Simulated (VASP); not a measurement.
Runs of VASP 6.6.1 on HgTe. The cell holds a slab with vacuum, 6 atoms: a = 4.559 Å, b = 4.559 Å, c = 23.375 Å, α = 90.00°, β = 90.00°, γ = 120.00°. 

```csv
task,level,potentials or basis,cell,cutoff (eV),smearing,dipole correction,atoms held fixed (from 0),other keys,gap on the mesh (eV),largest force (eV/Å)
atomic charges,PBEsol+rVV10,"VASP PAW PBE potentials, release 64 (Te_GW, Hg_sv_GW)",as given,550,gaussian 0.1 eV,-,-,NBANDS = 51,none,0.86
relaxation of the atoms,PBE+D4,"VASP PAW PBE potentials, release 64 (Te, Hg)","atoms relaxed from: the (1 1 1) slab of HgTe, cut from the database cell, not relaxed",520,gaussian 0.05 eV,yes,"[0, 3, 1]",-,none,-
work function,PBE,"VASP PAW PBE potentials, release 64 (Te, Hg)","the (1 1 1) slab of HgTe, cut from the database cell, not relaxed",520,gaussian 0.05 eV,yes,-,-,none,(a)
single point,PBE,"VASP PAW PBE potentials, release 64 (Te, Hg)","the (1 1 1) slab of HgTe, cut from the database cell, not relaxed",520,fermi-dirac 0.05 eV,yes,-,-,none,0.88
```

Alike in all rows: no spin polarisation; k mesh 7 × 7 × 1.

Task: Fill in the values left out.

Result: (a) 0.92.

Caveats: the PAW data sets were made with another functional, which shifts forces and pressure a little (some runs).

A k mesh can miss the band edges, and the runs leave out spin-orbit coupling on Hg, Te.

A gap of «none» marks a metal or a gap under the smearing width.

The runs don't all hold the same shells in valence.
